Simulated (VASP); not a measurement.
A run of VASP 6.6.1 is set up as follows.

The input INCAR:

```
PREC = Accurate
ENCUT = 520
EDIFF = 1E-7
ISMEAR = 0
SIGMA = 0.05
LREAL = False
LASPH = True
NELM = 100
ALGO = Normal
ISIF = 2
LWAVE = False
LCHARG = False
LDIPOL = True
IDIPOL = 3
DIPOL = 0.5 0.5 0.500
GGA = PE
IBRION = 2
NSW = 60
EDIFFG = -0.005
```

Contents of KPOINTS:

```
Automatic mesh
0
Gamma
  6 6 1
```

Contents of POSCAR:

```
K
1.0
    4.5345090142      0.0000000000      0.0000000000
   -1.5115030047      4.2751760977      0.0000000000
    0.0000000000      0.0000000000     22.4048222126
K
3
Selective dynamics
Direct
    0.5000000000      0.5000000000      0.3347493646  F F F
    0.0000000000      0.0000000000      0.5000000000  T T T
    0.5000000000      0.5000000000      0.6652506354  T T T
```

Potentials or basis: VASP PAW PBE potentials, release 64 (K_sv).

Command:

```console
$ cat potpaw_PBE.64/K_sv/POTCAR > POTCAR
$ mpirun -np 1 vasp_std > vasp.out
```

**Question.** What does it give for the energy gained by relaxing?

**Answer.** 0.3 meV/atom.

**Question.** Predict the band gap on the k mesh.

**Answer.** None (metal or under the smearing width).

Final structure:
```
K
1.0
     4.53451    0.00000    0.00000
    -1.51150    4.27518    0.00000
     0.00000    0.00000   22.40482
K
3
Direct
  0.50000 0.50000 0.33475
  0.00000 0.00000 0.50244
  0.50000 0.50000 0.67095
```
